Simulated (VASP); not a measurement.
Si: relaxation of cell and atoms with PBEsol

Crystal: Si.

```
Si
1.0
     3.83132    0.00000    0.00000
    -1.91566    3.31802    0.00000
     0.00000    0.00000    6.33262
Si
4
Cartesian
  0.0000 2.2120 0.3990
  1.9157 1.1060 3.5653
  0.0000 2.2120 2.7673
  1.9157 1.1060 5.9336
```

This isn't the form of Si at room conditions, which is diamond.

```yaml
Program: VASP 6.6.1
Task: relaxation of cell and atoms
Functional: PBEsol
Potentials_or_basis: VASP PAW PBE potentials, release 64 (Si)
Cutoff: 600 eV
k_mesh: 9 × 9 × 4
Occupations: gaussian, width 0.03 eV
Spin: no spin polarisation
Further_INCAR_settings: ALGO = Normal; EDIFF = 1e-06; IBRION = 2; EDIFFG = -0.01; NSW = 90; ISIF = 3
```

```yaml
Relaxed_volume: 20.05 Å³/atom
Relaxed_cell: a = 3.827 Å, b = 3.827 Å, c = 6.326 Å, α = 90.00°, β = 90.00°, γ = 120.00°
Space_group_after_relaxing_to_0.05_Å: P6_3/mmc (No. 194)
Energy_gained_by_relaxing: 0.1 meV/atom
Ionic_steps: 3
Pressure_after_relaxing: 0.0 GPa
Band_gap_on_the_k_mesh: 0.33 eV, indirect (least direct gap 0.96 eV)
```

Step by step:
| step | energy change (eV) | largest force (eV/Å) | pressure (GPa) | volume (Å³) |
| --- | --- | --- | --- | --- |
| 1 | 0.0000 | 0.0082 | -0.32 | 80.50 |
| 2 | -0.0002 | 0.0064 | 0.22 | 80.03 |
| 3 | -0.0003 | 0.0005 | 0.01 | 80.22 |

Final structure:
```yaml
crystal:
  lattice:
    - [3.82667, 0.00000, 0.00000]
    - [-1.91334, 3.31399, 0.00000]
    - [0.00000, 0.00000, 6.32564]
  atoms:
    - { symbol: Si, position: [0.33333, 0.66667, 0.06297] }
    - { symbol: Si, position: [0.66667, 0.33333, 0.56297] }
    - { symbol: Si, position: [0.33333, 0.66667, 0.43703] }
    - { symbol: Si, position: [0.66667, 0.33333, 0.93703] }
```

Levels at points of the mesh, in eV from the valence-band top:
| k point | band 5 | band 6 | band 7 | band 8 | band 9 | band 10 | band 11 | band 12 |
| --- | --- | --- | --- | --- | --- | --- | --- | --- |
| (0.00, 0.00, 0.00) | -1.53 | -0.36 | 0.00 | 0.00 | 0.96 | 1.95 | 1.95 | 2.29 |
| (0.00, 0.00, 0.50) | -0.94 | -0.94 | -0.94 | -0.94 | 1.75 | 1.75 | 2.92 | 2.92 |

It took 14 s on 4 MPI ranks on Intel(R) Xeon(R) Platinum 8375C CPU @ 2.90GHz (Ice Lake) (shared host), peak memory 0.23 GiB a rank.

Caveat: the PAW data sets were made with another functional, which shifts forces and pressure a little; an odd mesh through Γ misses points on the zone boundary, where band edges often lie. PBEsol gaps usually lie below the measured ones, often by a third to a half.
